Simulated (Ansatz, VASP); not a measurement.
**Na: VASP beside Ansatz**

INCAR

```
ALGO = Normal ; EDIFF = 1E-6
EDIFFG = -0.005 ; ENCUT = 600
GGA = PE ; IBRION = 2
ISIF = 3 ; ISMEAR = 0
LASPH = True ; LCHARG = False
LREAL = False ; LWAVE = False
NELM = 100 ; NSW = 100
PREC = Accurate ; SIGMA = 0.1
```

Contents of KPOINTS:

```
k-points
0
Gamma
  16 16 16
```

Contents of POSCAR:

```
Na
1.0
   -1.8882910800      1.8882910800      2.6372766800
    1.8882910800     -1.8882910800      2.6372766800
    1.8882910800      1.8882910800     -2.6372766800
Na
1
Direct
    0.0000000000      0.0000000000      0.0000000000
```

Input for Ansatz:

```yaml
crystal:
  lattice:
    - [-1.88829108, 1.88829108, 2.63727668]
    - [1.88829108, -1.88829108, 2.63727668]
    - [1.88829108, 1.88829108, -2.63727668]
  atoms:
    - { symbol: Na, position: [0.0, 0.0, 0.0] }
basis:
  ecutwfc: 420
kpoints:
  mp_grid: { grid: [16, 16, 16] }
hamiltonian:
  xc: pbe
scf:
  occupations: { method: gaussian, width: 0.1 }
output:
  forces: true
  stress: true
  eigenvalues: true
  write_density: true
  write_potential: true
  elf: true
  volumetric_format: npy
relax:
  adjacent_minimum: "off"
  f_tol: 0.005
  max_steps: 80
  cell: { stress_tol: 0.05 }
```

This isn't the form of Na at room conditions, which is bcc.

Alike in both runs: task relaxation of cell and atoms; functional PBE; k mesh 16 × 16 × 16; occupations gaussian, width 0.1 eV; no spin polarisation.

|  | VASP | Ansatz |
| --- | --- | --- |
| version | VASP 6.6.1 | Ansatz 0.2.0 |
| potentials or method | VASP PAW PBE potentials, release 64 (Na_pv) | scalar-relativistic, plane waves, PAW |
| plane-wave cutoff (eV) | 600 | 420 |
| valence electrons in the cell | 7 | 9 |

```tsv
	VASP	Ansatz	Ansatz less VASP
gap on the k mesh at the Fermi level, each at its own relaxed structure (eV)	none	none	-
relaxed volume (Å³/atom)	37.02	36.98	-0.039
relaxed cell length with the largest relative difference (Å)	3.734	3.734	0.0000
```

A gap of «none» marks a metal or a gap that the smearing closes. The two sets of potentials don't hold the same shells in valence.
